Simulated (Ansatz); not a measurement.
**Step by step: BaO, atom 2 (O) and its images move by one cell vector a**

Method: DFT, LDA, PAW with Ansatz's default frozen-core files, scalar-relativistic in Ansatz 0.2.0.

Command: `ansatz run input.yaml --threads 4 --pin off --max-ram 4096MiB --backend cpu --events-out ev --progress --plain --runs-dir out` The run took 12 min on 4 threads of AMD EPYC 7571, with other jobs on the host, peak memory 1 GiB.

```yaml
crystal:
  lattice:
    - [0.0, 2.75, 2.75]
    - [2.75, 0.0, 2.75]
    - [2.75, 2.75, 0.0]
  atoms:
    - { symbol: Ba, position: [0.0, 0.0, 0.0] }
    - { symbol: O, position: [0.5, 0.5, 0.5] }
kpoints:
  mp_grid: { grid: [7, 7, 7] }
scf:
  occupations: { method: fermi_dirac, width: 0.02 }
hamiltonian:
  xc: lda
  pseudopotentials: { kind: paw }
output:
  forces: true
neb:
  images: 3
  f_tol: 0.05
  max_iterations: 40
  relax_end_points: true
  final_atoms:
    - { symbol: Ba, position: [0.0, 0.0, 0.0] }
    - { symbol: O, position: [1.5, 0.5, 0.5] }
```

Spin–orbit coupling is left out, though it moves levels of the heavy atoms by tenths of an eV or more.

The cell comes from COD entry 5910030, which wasn't checked; take it as a given geometry. It differs from other determinations.

Energies of the images in meV per cell, from the first image of the last iteration (-6337.5879 eV):

```
iteration  image 0  image 1  image 2  image 3  image 4
        0        0      991     4233      991        0
        1        0      991     4233      991        0
        2        0      979     4063      979        0
        3        0      730     3166      730        0
        5        0      723     1509      723        0
        6        0      812      550      812        0
        7        0      967      502      769        0
        8        0      979      468      734        0
       10        0     1008      436      843        0
       11        0     1137      514      799        0
       12        0     1224      914      803        0
```

Q: Give the energy profile of the last iteration and its highest point.

A: 0, 1224, 921, 819, 0 meV; the highest image, number 1, lies 1224 meV over the first. All periodic images of the moving atoms move together, so this isn't the barrier of a lone defect. With so few images, further maxima between them can be missed.

Q: What are the positions (Å) and forces (eV/Å) of that image?

A: 
```
Ba    0.4517   -0.1080   -0.1080     0.001   0.000   0.000
O     2.2983    3.5455    3.5455    -0.001   0.000   0.000
```
